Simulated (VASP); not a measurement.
## VASP inputs for Si (strained diamond)

INCAR

```
EDIFF = 1E-7
LCHARG = .TRUE.
ISMEAR = 0
IBRION = -1
LWAVE = .FALSE.
ENCUT = 520
NELM = 120
NSW = 0
LASPH = .TRUE.
PREC = Accurate
METAGGA = R2SCAN
LELF = .TRUE.
LREAL = .FALSE.
SIGMA = 0.01
NBANDS = 11
ALGO = Normal
ISIF = 2
```

KPOINTS

```
KPOINTS created by Atomic Simulation Environment
0
Gamma
8 8 8
0 0 0
```

KPOINTS_OPT

```
special points
7
Reciprocal
0.0000000000 0.0000000000 0.0000000000 1
0.5000000000 0.0000000000 0.5000000000 1
0.6250000000 0.2500000000 0.6250000000 1
0.3750000000 0.3750000000 0.7500000000 1
0.5000000000 0.5000000000 0.5000000000 1
0.5000000000 0.2500000000 0.7500000000 1
0.0000000000 0.4218750000 0.4218750000 1
```

POSCAR

```
Si
 1.0000000000000000
     0.0000000000000000    2.6404553287999999    2.7816622993000002
     2.6404553287999999    0.0000000000000000    2.7816622993000002
     2.6404553287999999    2.6404553287999999    0.0000000000000000
 Si
   2
Cartesian
  0.0000000000000000  0.0000000000000000  0.0000000000000000
  1.3202276643999997  1.3202276643999997  1.3908311496499999
```

VASP ran with the recommended PBE PAW datasets (8 valence electrons in the cell).

**Question.** Estimate the main results of this run.

**Answer.** gap between bands v and c 0.41 eV; least direct gap 2.57 eV; pressure 3.8 GPa.

Band v is the last that the valence electrons fill when counted band by band, and c is the next. Levels in eV from the top of v:

```tsv
point	v−1	v	c	c+1
Γ	0.00	0.00	2.57	2.57
X	-3.38	-3.38	0.57	0.57
K	-4.80	-2.48	1.57	4.85
L	-1.72	-1.16	1.72	3.37
W	-4.30	-4.30	4.61	4.61
```
